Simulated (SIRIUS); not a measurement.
# W (Fm-3m) in SIRIUS: reference runs, part 3 of 3

SIRIUS 7.12.0. The steps go on from the part before.

## (8) Equation of state, PBE, 17.73 Å³/atom (volume scaled by 1.06)

sirius.json reads:

```json
{
  "control": {
    "processing_unit": "cpu",
    "std_evp_solver_name": "lapack",
    "gen_evp_solver_name": "lapack",
    "verbosity": 2,
    "print_forces": false,
    "ortho_rf": true,
    "use_second_variation": true,
    "rmt_max": 3.0,
    "num_bands_to_print": 22,
    "save_wf": true
  },
  "parameters": {
    "electronic_structure_method": "full_potential_lapwlo",
    "xc_functionals": ["XC_GGA_X_PBE", "XC_GGA_C_PBE"],
    "core_relativity": "dirac",
    "valence_relativity": "iora",
    "num_fv_states": 22,
    "smearing": "fermi_dirac",
    "smearing_width": 0.0018374661,
    "pw_cutoff": 20,
    "gk_cutoff": 3.52,
    "lmax_apw": 11,
    "lmax_rho": 8,
    "lmax_pot": 8,
    "num_mag_dims": 0,
    "auto_rmt": 0,
    "ngridk": [11, 11, 11],
    "shiftk": [0, 0, 0],
    "num_dft_iter": 80,
    "energy_tol": 1e-07,
    "density_tol": 1e-05,
    "use_symmetry": true
  },
  "settings": {"tol_ne": 1e-10},
  "iterative_solver": {"type": "exact"},
  "mixer": {"type": "anderson", "beta": 0.5, "max_history": 8},
  "unit_cell": {
    "lattice_vectors": [[0.0, 3.9113816447, 3.9113816447], [3.9113816447, 0.0, 3.9113816447], [3.9113816447, 3.9113816447, 0.0]],
    "atom_types": ["W"],
    "atom_files": {"W": "W.json"},
    "atoms": {"W": [[0.0, 0.0, 0.0]]}
  }
}
```

W.json reads:

```json
{
  "name": "tungsten",
  "symbol": "W",
  "number": 74,
  "mass": 183.84,
  "rmin": 1e-06,
  "rmt": 2.61,
  "nrmt": 800,
  "rinf": 14.93,
  "core": "1s2s2p3s3p3d4s4p4d",
  "valence": [
    {"basis": [{"enu": 0.21, "dme": 0, "n": 0, "auto": 0}, {"enu": 0.21, "dme": 1, "n": 0, "auto": 0}]},
    {"l": 0, "n": 1, "basis": [{"enu": 0.31, "dme": 0, "n": 0, "auto": 0}]},
    {"l": 1, "n": 2, "basis": [{"enu": 0.31, "dme": 0, "n": 0, "auto": 0}]},
    {"l": 2, "n": 3, "basis": [{"enu": 0.31, "dme": 0, "n": 0, "auto": 0}]},
    {"l": 3, "n": 4, "basis": [{"enu": 0.31, "dme": 0, "n": 0, "auto": 0}]},
    {"l": 4, "n": 5, "basis": [{"enu": 0.31, "dme": 0, "n": 0, "auto": 0}]}
  ],
  "lo": [
    {"l": 0, "basis": [{"enu": 0.31, "dme": 0, "n": 0, "auto": 0}, {"enu": 0.31, "dme": 1, "n": 0, "auto": 0}]},
    {
      "l": 0,
      "basis": [{"enu": -2.4175, "dme": 0, "n": 5, "auto": 1}, {"enu": -2.4175, "dme": 1, "n": 5, "auto": 1}]
    },
    {
      "l": 0,
      "basis": [{"enu": -2.4175, "dme": 1, "n": 5, "auto": 1}, {"enu": 0.31, "dme": 0, "n": 0, "auto": 0}]
    },
    {"l": 0, "basis": [{"enu": 0.31, "dme": 0, "n": 0, "auto": 0}, {"enu": 2.6588, "dme": 0, "n": 0, "auto": 0}]},
    {"l": 1, "basis": [{"enu": 0.31, "dme": 0, "n": 0, "auto": 0}, {"enu": 0.31, "dme": 1, "n": 0, "auto": 0}]},
    {
      "l": 1,
      "basis": [{"enu": -1.1074, "dme": 0, "n": 5, "auto": 1}, {"enu": -1.1074, "dme": 1, "n": 5, "auto": 1}]
    },
    {
      "l": 1,
      "basis": [{"enu": -1.1074, "dme": 1, "n": 5, "auto": 1}, {"enu": 0.31, "dme": 0, "n": 0, "auto": 0}]
    },
    {"l": 1, "basis": [{"enu": 0.31, "dme": 0, "n": 0, "auto": 0}, {"enu": 3.0111, "dme": 0, "n": 0, "auto": 0}]},
    {"l": 2, "basis": [{"enu": 0.31, "dme": 0, "n": 0, "auto": 0}, {"enu": 0.31, "dme": 1, "n": 0, "auto": 0}]},
    {"l": 2, "basis": [{"enu": 0.31, "dme": 1, "n": 0, "auto": 0}, {"enu": 0.31, "dme": 2, "n": 0, "auto": 0}]},
    {"l": 2, "basis": [{"enu": 0.31, "dme": 0, "n": 0, "auto": 0}, {"enu": 2.6, "dme": 0, "n": 0, "auto": 0}]},
    {"l": 3, "basis": [{"enu": 0.31, "dme": 0, "n": 0, "auto": 0}, {"enu": 0.31, "dme": 1, "n": 0, "auto": 0}]},
    {
      "l": 3,
      "basis": [{"enu": -0.7562, "dme": 0, "n": 4, "auto": 1}, {"enu": -0.7562, "dme": 1, "n": 4, "auto": 1}]
    },
    {
      "l": 3,
      "basis": [{"enu": -0.7562, "dme": 1, "n": 4, "auto": 1}, {"enu": 0.31, "dme": 0, "n": 0, "auto": 0}]
    },
    {"l": 3, "basis": [{"enu": 0.31, "dme": 0, "n": 0, "auto": 0}, {"enu": 3.7157, "dme": 0, "n": 0, "auto": 0}]},
    {"l": 4, "basis": [{"enu": 0.31, "dme": 0, "n": 0, "auto": 0}, {"enu": 0.31, "dme": 1, "n": 0, "auto": 0}]},
    {"l": 4, "basis": [{"enu": 0.31, "dme": 0, "n": 0, "auto": 0}, {"enu": 3.1285, "dme": 0, "n": 0, "auto": 0}]}
  ],
  "free_atom": [... radial grid and density of the free atom, the start of the SCF ...]
}
```

sirius_start.json reads:

```json
{
  "control": {
    "processing_unit": "cpu",
    "std_evp_solver_name": "lapack",
    "gen_evp_solver_name": "lapack",
    "verbosity": 1,
    "print_forces": false,
    "ortho_rf": true,
    "use_second_variation": true,
    "rmt_max": 3.0,
    "num_bands_to_print": 22,
    "save_wf": false
  },
  "parameters": {
    "electronic_structure_method": "full_potential_lapwlo",
    "xc_functionals": ["XC_LDA_X", "XC_LDA_C_PW"],
    "core_relativity": "dirac",
    "valence_relativity": "iora",
    "num_fv_states": 22,
    "smearing": "fermi_dirac",
    "smearing_width": 0.0055123983,
    "pw_cutoff": 20,
    "gk_cutoff": 2.82,
    "lmax_apw": 11,
    "lmax_rho": 8,
    "lmax_pot": 8,
    "num_mag_dims": 0,
    "auto_rmt": 0,
    "ngridk": [4, 4, 4],
    "shiftk": [0, 0, 0],
    "num_dft_iter": 30,
    "energy_tol": 0.01,
    "density_tol": 0.05,
    "use_symmetry": true
  },
  "settings": {"tol_ne": 1e-10},
  "iterative_solver": {"type": "exact"},
  "mixer": {"type": "anderson", "beta": 0.5, "max_history": 8},
  "unit_cell": {
    "lattice_vectors": [[0.0, 3.9113816447, 3.9113816447], [3.9113816447, 0.0, 3.9113816447], [3.9113816447, 3.9113816447, 0.0]],
    "atom_types": ["W"],
    "atom_files": {"W": "W.json"},
    "atoms": {"W": [[0.0, 0.0, 0.0]]}
  }
}
```

Run with:

```
$ OMP_NUM_THREADS=1 sirius.scf --input=sirius_start.json --output=start.json
$ OMP_NUM_THREADS=1 sirius.scf --input=sirius.json --output=output.json --task=1
```

Run time: 34 s. Hardware: 1 thread of Arm Neoverse V2, shared host; peak memory 0.34 GiB.

The run converged. Its results:

- Free energy: -439902.4994 eV
- Band gap on the k mesh: none (metal or under the smearing width)
- All electrons inside the program's atomic spheres: W 72.25 (radii W 2.61 bohr)

## (9) Equation of state, PBE

Potentials or basis: all-electron FP-LAPW, apw+lo standard.

No new run: the results of the series are fitted here.

What came out:

```yaml
Equilibrium_volume: 16.45 Å³/atom
Bulk_modulus: 290 GPa
Pressure_derivative_of_the_bulk_modulus: 4.2
```

Energy against volume, from the lowest point:
```
volume (Å³/atom)  energy (meV/atom)
          15.727              30.99
          16.062               8.57
          16.396               0.00
          16.731               3.98
          17.065              19.41
          17.400              44.98
          17.735              79.64
```

Spin-orbit coupling is left out, which matters for the levels of W.

## (10) Single point, PBE (cell strained at random)

Edit sirius.json of step 8 so:

```diff
@@ -6,3 +6,3 @@
     "verbosity": 2,
-    "print_forces": false,
+    "print_forces": true,
     "ortho_rf": true,
@@ -22,3 +22,3 @@
     "pw_cutoff": 20,
-    "gk_cutoff": 3.52,
+    "gk_cutoff": 3.57,
     "lmax_apw": 11,
@@ -39,6 +39,10 @@
   "unit_cell": {
-    "lattice_vectors": [[0.0, 3.9113816447, 3.9113816447], [3.9113816447, 0.0, 3.9113816447], [3.9113816447, 3.9113816447, 0.0]],
+    "lattice_vectors": [
+      [0.0225312046, 3.7950009158, 3.839662703],
+      [3.8355960124, 0.0209079298, 3.8412859778],
+      [3.88177336, 3.8428034279, -0.0252713075]
+    ],
     "atom_types": ["W"],
     "atom_files": {"W": "W.json"},
-    "atoms": {"W": [[0.0, 0.0, 0.0]]}
+    "atoms": {"W": [[-0.006753, -0.00874, 0.0141]]}
   }
```

W.json reads:

```json
{
  "name": "tungsten",
  "symbol": "W",
  "number": 74,
  "mass": 183.84,
  "rmin": 1e-06,
  "rmt": 2.58,
  "nrmt": 800,
  "rinf": 14.93,
  "core": "1s2s2p3s3p3d4s4p4d",
  "valence": [
    {"basis": [{"enu": 0.24, "dme": 0, "n": 0, "auto": 0}, {"enu": 0.24, "dme": 1, "n": 0, "auto": 0}]},
    {"l": 0, "n": 1, "basis": [{"enu": 0.34, "dme": 0, "n": 0, "auto": 0}]},
    {"l": 1, "n": 2, "basis": [{"enu": 0.34, "dme": 0, "n": 0, "auto": 0}]},
    {"l": 2, "n": 3, "basis": [{"enu": 0.34, "dme": 0, "n": 0, "auto": 0}]},
    {"l": 3, "n": 4, "basis": [{"enu": 0.34, "dme": 0, "n": 0, "auto": 0}]},
    {"l": 4, "n": 5, "basis": [{"enu": 0.34, "dme": 0, "n": 0, "auto": 0}]}
  ],
  "lo": [
    {"l": 0, "basis": [{"enu": 0.34, "dme": 0, "n": 0, "auto": 0}, {"enu": 0.34, "dme": 1, "n": 0, "auto": 0}]},
    {
      "l": 0,
      "basis": [{"enu": -2.3875, "dme": 0, "n": 5, "auto": 1}, {"enu": -2.3875, "dme": 1, "n": 5, "auto": 1}]
    },
    {
      "l": 0,
      "basis": [{"enu": -2.3875, "dme": 1, "n": 5, "auto": 1}, {"enu": 0.34, "dme": 0, "n": 0, "auto": 0}]
    },
    {"l": 0, "basis": [{"enu": 0.34, "dme": 0, "n": 0, "auto": 0}, {"enu": 2.7437, "dme": 0, "n": 0, "auto": 0}]},
    {"l": 1, "basis": [{"enu": 0.34, "dme": 0, "n": 0, "auto": 0}, {"enu": 0.34, "dme": 1, "n": 0, "auto": 0}]},
    {
      "l": 1,
      "basis": [{"enu": -1.0774, "dme": 0, "n": 5, "auto": 1}, {"enu": -1.0774, "dme": 1, "n": 5, "auto": 1}]
    },
    {
      "l": 1,
      "basis": [{"enu": -1.0774, "dme": 1, "n": 5, "auto": 1}, {"enu": 0.34, "dme": 0, "n": 0, "auto": 0}]
    },
    {"l": 1, "basis": [{"enu": 0.34, "dme": 0, "n": 0, "auto": 0}, {"enu": 3.1043, "dme": 0, "n": 0, "auto": 0}]},
    {"l": 2, "basis": [{"enu": 0.34, "dme": 0, "n": 0, "auto": 0}, {"enu": 0.34, "dme": 1, "n": 0, "auto": 0}]},
    {"l": 2, "basis": [{"enu": 0.34, "dme": 1, "n": 0, "auto": 0}, {"enu": 0.34, "dme": 2, "n": 0, "auto": 0}]},
    {"l": 2, "basis": [{"enu": 0.34, "dme": 0, "n": 0, "auto": 0}, {"enu": 2.6836, "dme": 0, "n": 0, "auto": 0}]},
    {"l": 3, "basis": [{"enu": 0.34, "dme": 0, "n": 0, "auto": 0}, {"enu": 0.34, "dme": 1, "n": 0, "auto": 0}]},
    {
      "l": 3,
      "basis": [{"enu": -0.7262, "dme": 0, "n": 4, "auto": 1}, {"enu": -0.7262, "dme": 1, "n": 4, "auto": 1}]
    },
    {
      "l": 3,
      "basis": [{"enu": -0.7262, "dme": 1, "n": 4, "auto": 1}, {"enu": 0.34, "dme": 0, "n": 0, "auto": 0}]
    },
    {"l": 3, "basis": [{"enu": 0.34, "dme": 0, "n": 0, "auto": 0}, {"enu": 3.8254, "dme": 0, "n": 0, "auto": 0}]},
    {"l": 4, "basis": [{"enu": 0.34, "dme": 0, "n": 0, "auto": 0}, {"enu": 0.34, "dme": 1, "n": 0, "auto": 0}]},
    {"l": 4, "basis": [{"enu": 0.34, "dme": 0, "n": 0, "auto": 0}, {"enu": 3.2244, "dme": 0, "n": 0, "auto": 0}]}
  ],
  "free_atom": [... radial grid and density of the free atom, the start of the SCF ...]
}
```

Edit sirius_start.json of step 8 so:

```diff
@@ -22,3 +22,3 @@
     "pw_cutoff": 20,
-    "gk_cutoff": 2.82,
+    "gk_cutoff": 2.85,
     "lmax_apw": 11,
@@ -39,6 +39,10 @@
   "unit_cell": {
-    "lattice_vectors": [[0.0, 3.9113816447, 3.9113816447], [3.9113816447, 0.0, 3.9113816447], [3.9113816447, 3.9113816447, 0.0]],
+    "lattice_vectors": [
+      [0.0225312046, 3.7950009158, 3.839662703],
+      [3.8355960124, 0.0209079298, 3.8412859778],
+      [3.88177336, 3.8428034279, -0.0252713075]
+    ],
     "atom_types": ["W"],
     "atom_files": {"W": "W.json"},
-    "atoms": {"W": [[0.0, 0.0, 0.0]]}
+    "atoms": {"W": [[-0.006753, -0.00874, 0.0141]]}
   }
```

Potentials or basis: all-electron FP-LAPW, apw+lo standard.

Run with:

```
$ OMP_NUM_THREADS=1 sirius.scf --input=sirius_start.json --output=start.json
$ OMP_NUM_THREADS=1 sirius.scf --input=sirius.json --output=output.json --task=1
```

The program printed:

```text
[info] SIRIUS version : 7.12.0
[info] number of MPI ranks           : 1
[info] MPI grid                      : 1 1
[info] maximum number of OMP threads : 1
[fft] FFT context for density and potential
[fft] =====================================
[fft]   plane wave cutoff                     : 20
[fft]   grid size                             : 40 40 40   total : 64000
[fft]   grid limits                           : -19 20   -19 20   -19 20
[fft]   number of G-vectors within the cutoff : 15255
[fft]   number of G-shells                    : 7628
[fft] FFT context for coarse grid
[fft] =====================================
[fft]   plane wave cutoff                     : 7.14
[fft]   grid size                             : 15 15 15   total : 3375
[fft]   grid limits                           : -7 7   -7 7   -7 7
[fft]   number of G-vectors within the cutoff : 703
[fft]   number of G-shells                    : 352
[unit cell] lattice vectors
[unit cell]   a1 :       0.0225312046      3.7950009158      3.8396627030
[unit cell]   a2 :       3.8355960124      0.0209079298      3.8412859778
[unit cell]   a3 :       3.8817733600      3.8428034279     -0.0252713075
[unit cell] reciprocal lattice vectors
[unit cell]   b1 :      -0.8214963148      0.8351916052      0.8157335538
[unit cell]   b2 :       0.8264568644     -0.8294784460      0.8149805427
[... 993 lines left out ...]
[find] enuc                           :  -20214.62118875
[find] <rho|V^{XC}>                   :    -425.69836815
[find] <rho|E^{XC}>                   :    -325.36624738
[find] <mag|B^{XC}>                   :       0.00000000
[find] <rho|V^{H}>                    :  -27680.56297157
[find] smearing (-TS)                 :      -0.00029259
[find] SCF correction                 :       0.00000749
[find] Total energy                   :  -16166.12128370 (Ha),  -32332.24256741 (Ry)
[find] Free energy (E-TS)             :  -16166.12157630 (Ha),  -32332.24315259 (Ry)
[find] band gap (eV)                  :       0.00000000
[find] Efermi                         :       0.46386002
[find] iteration : 6, RMS (target) : 1.9555e-06 (1.0000e-05) , energy difference (target) : 3.2960e-09 (1.0000e-07)
[find] converged after 7 SCF iterations!
[find] Charges and magnetic moments
[find] --------------------------------------------------------------------------------
[find] atom      charge    core leakage
[find] --------------------------------------------------------------------------------
[find]    0   72.282424    5.024014e-07
[find] total core leakage    : 5.02401401e-07
[find] interstitial charge   : 1.717573
[find] total charge          : 73.999996
[find] Energy
[find] --------------------------------------------------------------------------------
[find] valence_eval_sum               :     -15.69203990
[find] core_eval_sum                  :   -9876.42166910
[find] kinetic energy                 :   18214.14763072
[find] enuc                           :  -20214.62118875
[find] <rho|V^{XC}>                   :    -425.69836815
[find] <rho|E^{XC}>                   :    -325.36624738
[find] <mag|B^{XC}>                   :       0.00000000
[find] <rho|V^{H}>                    :  -27680.56297157
[find] smearing (-TS)                 :      -0.00029259
[find] SCF correction                 :       0.00000749
[find] Total energy                   :  -16166.12128370 (Ha),  -32332.24256741 (Ry)
[find] Free energy (E-TS)             :  -16166.12157630 (Ha),  -32332.24315259 (Ry)
[find] band gap (eV)                  :       0.00000000
[find] Efermi                         :       0.46386002
[ground_state]
[ground_state] ==== total Forces in Ha/bohr =====
[ground_state] atom:    0, force:       0.0000000      0.0000000      0.0000000
[ground_state] ==== contribution from density =====
[ground_state] atom:    0, force:       0.0000000      0.0000000      0.0000000
[ground_state] ==== contribution from Hartree potential =====
[ground_state] atom:    0, force:       0.0000000      0.0000000      0.0000000
[ground_state] ==== contribution from IBS =====
[ground_state] atom:    0, force:       0.0000000      0.0000000      0.0000000
```

It took 1.8 min on 1 thread of Arm Neoverse V2, shared host; peak memory 1.1 GiB.

Results:

| Property | Result |
| --- | --- |
| Free energy | -439902.5783 eV |
| Band gap on the k mesh | none (metal or under the smearing width) |
| All electrons inside the program's atomic spheres | W 72.28 (radii W 2.58 bohr) |

Levels at points of the mesh, in eV from the Fermi level:
```
           k point  band 11  band 12  band 13  band 14  band 15  band 16  band 17  band 18
(0.00, 0.00, 0.00)   -27.84    -8.91    -0.75    -0.57    -0.35     2.39     2.60    12.72
```

## (11) Overview

```tsv
task	cell	cutoff (eV)	muffin tin radii	basis cutoff (gk_cutoff)	reference energy of the basis	smallest sphere radius times basis cutoff	start of the SCF	gap on the mesh (eV)
single point	as given	169	W 2.61 bohr	3.52 1/bohr	0.44 Ha	9.19	LDA density	none
equation of state	as given	169	W 2.61 bohr	3.52 1/bohr	-	9.19	-	-
single point	cell strained at random	173	W 2.58 bohr	3.57 1/bohr	0.44 Ha	9.21	LDA density	none
```

Alike in all rows: level PBE; potentials or basis all-electron FP-LAPW, apw+lo standard; no spin polarisation; k mesh 11 × 11 × 11; smearing fermi-dirac 0.05 eV.

Compare energies only between runs with the same functional and basis.
